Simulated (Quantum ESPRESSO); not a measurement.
**Ta: equation of state with rev-vdW-DF2**

**What was measured.**

From “Pressure effects on the electronic structure and superconductivity of (TaNb)0.67(HfZrTi)0.33 high entropy alloy”, 2019, arxiv:1910.08312, for a bulk crystal of Ta: bulk modulus 194 GPa.

Crystal: Ta.

```xyz
1
Lattice="-1.6513 1.6513 1.6513 1.6513 -1.6513 1.6513 1.6513 1.6513 -1.6513" Properties=species:S:1:pos:R:3 pbc="T T T"
Ta    0.0000    0.0000    0.0000
```

```
Program             : Quantum ESPRESSO 7.5
Task                : equation of state
Functional          : rev-vdW-DF2
Potentials or basis : PseudoDojo 0.4.1 SR PBE standard
Cutoff              : 789 eV
Density cutoff      : 3157 eV
k mesh              : 11 × 11 × 11
Occupations         : fermi-dirac, width 0.05 eV
Spin                : no spin polarisation
```

```json
{"Equilibrium volume": "17.91 Å³/atom", "Bulk modulus": "205 GPa", "Pressure derivative of the bulk modulus": "4.4"}
```

Energy against volume, from the lowest point:
| volume (Å³/atom) | energy (meV/atom) |
| --- | --- |
| 16.930 | 37.70 |
| 17.290 | 14.31 |
| 17.650 | 2.11 |
| 18.010 | 0.00 |
| 18.371 | 6.90 |
| 18.731 | 21.89 |
| 19.091 | 44.16 |

All runs of the series together: 7.8 min on 1 thread of Arm Neoverse V1, with other jobs on the host.

Against the measured bulk modulus of Ta, 194 GPa (quoted in “Pressure effects on the electronic structure and superconductivity of (TaNb)0.67(HfZrTi)0.33 high entropy alloy”, 2019, arxiv:1910.08312), the calculated 205 GPa is off by +5.9 %. The fit is for a static lattice scaled at fixed shape and fixed fractional positions.

Caveat: the potentials were made for another functional, which shifts forces and pressure. The run has no spin-orbit coupling, so splittings on Ta are missing.
